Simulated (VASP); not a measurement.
## CdSe: single point with r2SCAN

The system is CdSe.

```
Cd Se
1.0
     0.00000    3.06679    3.06679
     3.06679    0.00000    3.06679
     3.06679    3.06679    0.00000
Cd Se
1 1
Direct
  0.00000 0.00000 0.00000
  0.75000 0.75000 0.75000
```

Measurements of this composition are mostly on another form, of space group No. 186.

* Program: VASP 6.6.1
* Task: single point
* Functional: r2SCAN
* Potentials or basis: VASP PAW PBE potentials, release 64 (Cd, Se)
* Cutoff: 520 eV
* k mesh: 8 × 8 × 8
* Occupations: gaussian, width 0.02 eV
* Spin: no spin polarisation

| Quantity | Value |
| --- | --- |
| Pressure | 0.2 GPa |
| Band gap on the k mesh | 1.03 eV, direct |
| Valence electrons inside the program's atomic spheres | Cd 10.28; Se 3.90 |

Levels at points of the mesh, in eV from the valence-band top:
| k point | band 6 | band 7 | band 8 | band 9 | band 10 | band 11 | band 12 | band 13 |
| --- | --- | --- | --- | --- | --- | --- | --- | --- |
| (0.00, 0.00, 0.00) | -7.71 | 0.00 | 0.00 | 0.00 | 1.03 | 6.47 | 6.47 | 6.47 |
| (0.50, 0.00, 0.00) | -7.43 | -4.28 | -0.72 | -0.72 | 2.83 | 6.92 | 6.92 | 7.74 |
| (0.50, 0.50, 0.00) | -7.36 | -3.97 | -1.80 | -1.80 | 3.50 | 4.13 | 9.57 | 10.81 |

Run time: 54 s on 1 thread of Intel(R) Xeon(R) Platinum 8488C (Sapphire Rapids), with other jobs on the host, peak memory 0.19 GiB.

Caveat: the PAW data sets were made with another functional, which shifts forces and pressure a little. r2SCAN opens gaps a little over a GGA but as a rule still falls short of measured ones.
